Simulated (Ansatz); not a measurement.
# Pt (Fm-3m) in Ansatz: notebook, part 2 of 2

Ansatz 0.2.0. Earlier steps stand in the parts before.

## Step 4: Elastic constants, PBEsol

Input file input.yaml:

```yaml
crystal:
  lattice:
    - [0.0, 1.9609, 1.9609]
    - [1.9609, 0.0, 1.9609]
    - [1.9609, 1.9609, 0.0]
  atoms:
    - { symbol: Pt, position: [0.0, 0.0, 0.0] }
kpoints:
  mp_grid: { grid: [9, 9, 9] }
scf:
  occupations: { method: fermi_dirac, width: 0.05 }
hamiltonian:
  xc: pbesol
  pseudopotentials: { kind: all_electron, lapw: { basis_error: 0.001 } }
output:
  forces: true
  stress: true
elastic:
  mode: relaxed_ion
  stencil: two_point
```

Potentials or basis: all-electron LAPW, scalar-relativistic.

The run is started by

```bash
ansatz run input.yaml --threads 1 --pin off --max-ram 3072MiB --backend cpu --events-out ev --progress --plain --runs-dir out
```

The log of the run:

```text
Warning: RAYON_NUM_THREADS=1 ignored (pool sized by the plan → 1); use --threads N
LAPW: plane waves up to 8.729 Å⁻¹, error target 1.0e-3 eV per atom; small_component_spin mean_spin; Pt in spheres of 1.345 Å, 42 of its electrons in bands, Dirac shells [] (how accurate: hamiltonian.pseudopotentials.lapw.basis_error, Limitations)
Engine: ansatz 0.2.0, aarch64-unknown-linux-gnu
Pseudopotentials: kind: all_electron
Pseudopotential: Pt, LAPW, valence charge 42, lapw/all_electron/scalar/gaussian/Pt, Koelling and Harmon's equation, gaussian nucleus
Functional definition: PBEsol
  exchange = pbesol_x
  correlation = pbesol_c
Crystal: 1 atoms, lattice volume = 15.080 Å³
Basis set: ecut = 290.31871095186943 eV, 169 PW (Γ), exchange–correlation at level 2
Bands: 26, of which v1, the nominal top of the filled ones, is band 21 counted from 1 (20 counted from 0)
Symmetry: 48 space group operations
Space group: Fm-3m (ITA 225), of the structure as read, at distance tolerance 2.5e-5 Å
k-points: 35 of 729
Non-local potential: Pt, projectors of the file, none
Initial density: superposition of atomic densities (chi_scale 0.1, normalization cell)
Initial wavefunctions: plane waves of lowest kinetic energy (no species holds an atomic orbital)
Functional: x = pbesol(κ = 0.804, μ = 0.12345679012345678), c = pbesol(β = 0.046)
iter 1 solved again at ethr=3.02e-4 eV; its pass at ethr=1.00e-1 eV (dr2=1.27e-1 eV) is discarded
SCF iter   1: F=—  HF=-500818.570627 eV  |F-HF|=—  |Δ(HF+E_count)|=         —  Δρ=3.88e-2  dr2=1.27e-1  ethr=3.02e-4  ⟨swp⟩=2.8  Hψ=5671  notcnv=0
preconditioner: auto → Kerker (q_TF=auto, 3.236 Å⁻¹)  [metal: Δε(μ)=0.041 eV  Ē_g=15.825 eV  σ=0.050 eV  W_gap=0.20  n_scr=14 (ndim 8)  ℏωp=30.2 eV  f_vac=0.005  D(μ)=1.26/eV (n_scr^D=14)]
SCF iter   2: F=—  HF=-500818.207056 eV  |F-HF|=—  |Δ(HF+E_count)|=   3.64e-1  Δρ=1.03e-2  dr2=1.29e-2  ethr=3.02e-4  ⟨swp⟩=2.1  Hψ=2804  notcnv=0
SCF iter   3: F=—  HF=-500818.187407 eV  |F-HF|=—  |Δ(HF+E_count)|=         —  Δρ=9.70e-3  dr2=1.17e-2  ethr=3.08e-5  ⟨swp⟩=2.0  Hψ=2639  notcnv=0
the basis was enlarged: its passes take 531.2 KiB over the memory plan, 1 of 1 planned eigensolver slots
SCF iter   4: F=—  HF=-500818.185243 eV  |F-HF|=—  |Δ(HF+E_count)|=   2.16e-3  Δρ=6.15e-3  dr2=5.34e-3  ethr=2.79e-5  ⟨swp⟩=2.0  Hψ=2635  notcnv=0
SCF iter   5: F=—  HF=-500818.184567 eV  |F-HF|=—  |Δ(HF+E_count)|=   6.76e-4  Δρ=2.54e-3  dr2=1.07e-3  ethr=1.27e-5  ⟨swp⟩=2.0  Hψ=2560  notcnv=0
iter 6 solved again at ethr=6.02e-8 eV; its pass at ethr=2.55e-6 eV (dr2=2.53e-5 eV) is discarded
SCF iter   6: F=—  HF=-500818.184631 eV  |F-HF|=—  |Δ(HF+E_count)|=   6.32e-5  Δρ=4.08e-4  dr2=2.52e-5  ethr=6.02e-8  ⟨swp⟩=2.0  Hψ=4508  notcnv=0
SCF iter   7: F=—  HF=-500818.184628 eV  |F-HF|=—  |Δ(HF+E_count)|=   2.78e-6  Δρ=7.50e-5  dr2=6.47e-7  ethr=6.01e-8  ⟨swp⟩=2.0  Hψ=2639  notcnv=0
SCF iter   8: F=—  HF=-500818.184628 eV  |F-HF|=—  |Δ(HF+E_count)|=   1.17e-7  Δρ=1.48e-5  dr2=2.70e-8  ethr=1.54e-9  ⟨swp⟩=2.0  Hψ=2639  notcnv=0
SCF iter   9: F=—  HF=-500818.184628 eV  |F-HF|=—  |Δ(HF+E_count)|=   1.00e-8  Δρ=4.31e-6  dr2=2.25e-9  ethr=6.42e-11  ⟨swp⟩=2.0  Hψ=2639  notcnv=0
SCF iter  10: F=—  HF=-500818.184628 eV  |F-HF|=—  |Δ(HF+E_count)|=  2.91e-10  Δρ=7.85e-7  dr2=4.37e-11  ethr=5.36e-12  ⟨swp⟩=2.0  Hψ=2639  notcnv=0
SCF iter  11: F=—  HF=-500818.184628 eV  |F-HF|=—  |Δ(HF+E_count)|=  6.98e-10  Δρ=1.31e-7  dr2=1.00e-12  ethr=4.63e-12 (applied; sched 1.00e-12)  ⟨swp⟩=2.0  Hψ=2639  notcnv=0
SCF iter  12: F=—  HF=-500818.184628 eV  |F-HF|=—  |Δ(HF+E_count)|=  5.82e-10  Δρ=2.42e-8  dr2=1.48e-14  ethr=4.63e-12 (applied; sched 1.00e-12)  ⟨swp⟩=2.0  Hψ=2639  notcnv=0
SCF iter  13: F=-500818.184628 eV  HF=-500818.184628 eV  |F-HF|=0.00e0  |Δ(HF+E_count)|=  1.16e-10  Δρ=1.94e-8  dr2=3.25e-15  ethr=4.63e-12 (applied; sched 1.00e-12)  ⟨swp⟩=2.0  Hψ=2639  notcnv=0
SCF 1 converged in 13 iterations: F = -500818.184628 eV  dr2 = 3.25e-15
[... 58 lines left out ...]
SCF iter   8: F=-500818.184613 eV  HF=-500818.184613 eV  |F-HF|=5.82e-11  |Δ(HF+E_count)|=  2.91e-10  Δρ=7.46e-9  dr2=3.43e-15  ethr=4.63e-12 (applied; sched 1.00e-12)  ⟨swp⟩=2.0  Hψ=9413  notcnv=0
SCF 5 converged in 8 iterations: F = -500818.184613 eV  dr2 = 3.43e-15
SCF converged after 13 iterations
Free energy (F): -500818.184628 eV
Harris-Foulkes:  -500818.184628 eV  (|F-HF|=0.00e0)
Internal energy: -500818.173076 eV  (E = F + TS)
E sigma→0 (E₀):  -500818.178852 eV
Entropy (-TS):   -0.011551 eV (-11.551 meV/atom)
Fermi energy:    28.743894 eV
--- Per-component energies (eV) ---
  E_band       = -3313.219127
  E_kinetic    = 568677.535846
  E_xc         = -9553.573353
  E_electrostatic = -1059942.135569  (all electrons and nuclei)
  E_smearing   = -0.011551  (= −TS)
  E_closure    = 0.000000  (closes the sum)
  E_atoms      = -500811.181748  (free atoms, spherical and without spin; not in F)
  Σ components = -500818.184628   (vs F -500818.184628, Δ=0.00e0)
  Basis errors (estimates in eV, not in F): energy 2.5e-4 per atom: plane waves 2.1e-4 (1.1e-4 summed), levels above the bands 9.3e-184, relativity 6.8e-8, radial functions 3.8e-5, core shells 2.7e-7; eigenvalues (radial functions only) 2.4e-6; not estimated: angular momenta, meshes, grids; target (lapw.basis_error) 1.0e-3; muffin-tin radii Pt 1.345 Å
--- Forces (eV/Å), atoms counted from 1 ---
  atom   1  Pt    -0.00000000     0.00000000    -0.00000000
  max |Σ_I F_I| component: 2.30e-31 eV/Å
--- Stress (GPa, compression-positive) ---
       -1.184118       0.000000       0.000000
        0.000000      -1.184118      -0.000000
        0.000000      -0.000000      -1.184118
  P = ⅓ Tr σ = -1.1841 GPa (-11.841 kbar)
--- Band table (eV; the first three rows and the last of 35) ---
  k-point 0: bands = ["-274.3923", "-274.3923", "-274.3923", "-274.3538", "-274.3538", "-69.8265", "-38.3598", "-38.3283", "-38.3283", "-38.3283", "-38.3096", "-38.3096", "-38.3096", "-23.7747", "-23.7747", "-23.7747", "18.4100", "24.9054", "24.9054", "24.9054", "27.0917", "27.0917", "43.2608", "48.2052", "48.2052", "48.2052"]
  k-point 1: bands = ["-274.3923", "-274.3923", "-274.3923", "-274.3538", "-274.3538", "-69.8227", "-38.3596", "-38.3287", "-38.3287", "-38.3283", "-38.3097", "-38.3095", "-38.3095", "-23.8316", "-23.7828", "-23.7828", "18.8989", "24.7027", "25.0870", "25.0870", "27.0017", "27.0017", "43.9856", "46.1462", "48.9492", "48.9492"]
  k-point 2: bands = ["-274.3923", "-274.3923", "-274.3923", "-274.3538", "-274.3538", "-69.8128", "-38.3590", "-38.3298", "-38.3298", "-38.3283", "-38.3097", "-38.3090", "-38.3090", "-23.9741", "-23.8034", "-23.8034", "20.1358", "24.4783", "25.3008", "25.3008", "27.1212", "27.1212", "42.8562", "45.0649", "50.8345", "50.8345"]
  k-point 34: bands = ["-274.3923", "-274.3923", "-274.3923", "-274.3538", "-274.3538", "-69.7830", "-38.3572", "-38.3319", "-38.3315", "-38.3307", "-38.3086", "-38.3084", "-38.3082", "-24.1197", "-24.0608", "-23.9449", "23.0545", "23.7253", "24.4061", "26.8715", "28.9916", "34.3622", "37.2932", "37.9712", "41.3839", "52.2894"]
--- Elastic constants: 2 strain directions × 2 members + reference (group order 48) ---
  dense FFT box of the reference and of every strained cell: 16×16×16
  strains applied: 11, 23; error gains: componentwise 1.00 (the most a stress slope's error grows in a printed constant), spectral 1.73 (1 for all six strains in a standard setting)
  C = ∂σ_k/∂η_j (tension-positive GPa; Voigt order 11 22 33 23 13 12):
       375.579    236.643    236.643     -0.000      0.000      0.000
       236.643    375.579    236.643      0.000      0.000      0.000
       236.643    236.643    375.579      0.000     -0.000      0.000
         0.000     -0.000     -0.000     75.751     -0.000     -0.000
         0.000     -0.000      0.000     -0.000     75.751      0.000
         0.000      0.000      0.000     -0.000      0.000     75.751
  reference stress σ⁰ (GPa):      1.184      1.184      1.184      0.000     -0.000     -0.000
  no Pulay correction (none for the plane-wave cutoff is built on LAPW): the batch's stresses and constants are at fixed plane waves
  C* (energy form; C + prestress term) asymmetry max|C*_kj − C*_jk| = 1.137e-13 GPa — a small one proves nothing (zero by symmetry where the batch's group is 432, −43m or m−3m); a large one is finite-difference/SCF noise where every solve meets its electron count
  moduli (Voigt/Reuss/Hill, GPa): K = 282.96/282.96/282.96   G = 73.24/73.11/73.17   E = 202.10   ν = 0.381
  mechanically stable: yes (min eigenvalue of sym C = 75.75 GPa)
  where every solve meets its electron count the energy-path curvature estimates C_jj along a normal strain and C_jj − ¼(σ⁰_aa + σ⁰_bb) along a shear (ab), closely only under elastic.basis: deformed
  strain η (Voigt 11):  stress-route row diagonal C_11 = 375.58 GPa, energy-path curvature d²(F+E_count)/dδ²/Ω₀ = 375.59 GPa
         δ    σ_11 (GPa)             F (eV)   n_scf  n_hpsi   n_pw
    -2.000e-3       0.4288     -500818.1847796       9   67455    178   relax 0 steps, max|allowed force component| 0.00e0 eV/Å
     2.000e-3       1.9311     -500818.1843343       9   67492    178   relax 0 steps, max|allowed force component| 0.00e0 eV/Å
  strain η (Voigt 23):  stress-route row diagonal C_44 = 75.75 GPa, energy-path curvature d²(F+E_count)/dδ²/Ω₀ = 75.16 GPa
         δ    σ_23 (GPa)             F (eV)   n_scf  n_hpsi   n_pw
    -2.000e-3      -0.1515     -500818.1846135       8  103167    178   relax 0 steps, max|allowed force component| 0.00e0 eV/Å
     2.000e-3       0.1515     -500818.1846135       8  103134    178   relax 0 steps, max|allowed force component| 0.00e0 eV/Å
```

elastic.tsv:

```text
# convention: tension-positive GPa; Voigt order 11 22 33 23 13 12; engineering shear strains; stresses and constants hold the Pulay correction, whose part of sigma0, of c and of each member's stress the lines and columns named pulay_correction_..._gpa give (of c_energy it is that of c and, on the columns of strains 1 to 3, that of sigma0; of a layer's constants it is that of c in the plane, times a tenth of its plane spacing in ang); where a line pulay_correction_withheld stands none holds it
[... 15 lines left out ...]
6	1.4992651100e-36	1.5777218104e-30	3.9443045261e-31	-1.2621774484e-29	1.2621774484e-29	7.5750955297e1	-7.4115557858e-16	-7.4115557858e-16	-7.4115557858e-16	-1.2621774484e-29	1.2621774484e-29	7.5750955297e1	nan	nan	nan	nan	nan	nan
```

Wall time 45 s (1 thread of Arm Neoverse V2, shared host); peak memory 0.37 GiB.

Results:

| Quantity | Value |
| --- | --- |
| Free energy | -500818.1846 eV |
| Pressure | -1.2 GPa |
| Band gap on the k mesh | none (metal or under the smearing width) |
| Elastic constants C11, C12, C44 | 376, 237, 76 GPa |
| Voigt bulk modulus | 283 GPa |

Elastic tensor in Voigt notation (GPa, in the Cartesian axes of the cell as first typed):
```
376 237 237   0   0   0
237 376 237   0   0   0
237 237 376   0   0   0
  0   0   0  76   0   0
  0   0   0   0  76   0
  0   0   0   0   0  76
```

Caveat: the k mesh is thin for a metal, which can move the energy by tens of meV per atom; a metal's response needs a denser mesh; elastic constants of metals need much finer meshes, so these are rough. The run has no spin-orbit coupling, so splittings on Pt are missing.

## Step 5: Summary

```tsv
task	level	potentials or basis	spin	k mesh	cutoff (eV)	pressure (GPa)
band structure	PBEsol	all-electron LAPW, relativistic spinors	SOC, no magnetisation	9 × 9 × 9	270	-0.9
band structure	RPBE	all-electron LAPW, scalar-relativistic	off	12 × 12 × 12	271	14.5
elastic constants	PBEsol	all-electron LAPW, scalar-relativistic	off	9 × 9 × 9	290	-1.2
```

Alike in all rows: cell as given; smearing fermi-dirac 0.05 eV; basis error allowed 0.001 eV/atom.

Caveats: the k mesh is thin for a metal, which can move the energy by tens of meV per atom (some runs); spin-orbit coupling is left out, which moves the levels of the heavy elements (some runs); a metal's response needs a denser mesh (some runs); elastic constants of metals need much finer meshes, so these are rough (some runs).

Compare energies only between runs with the same functional and basis.
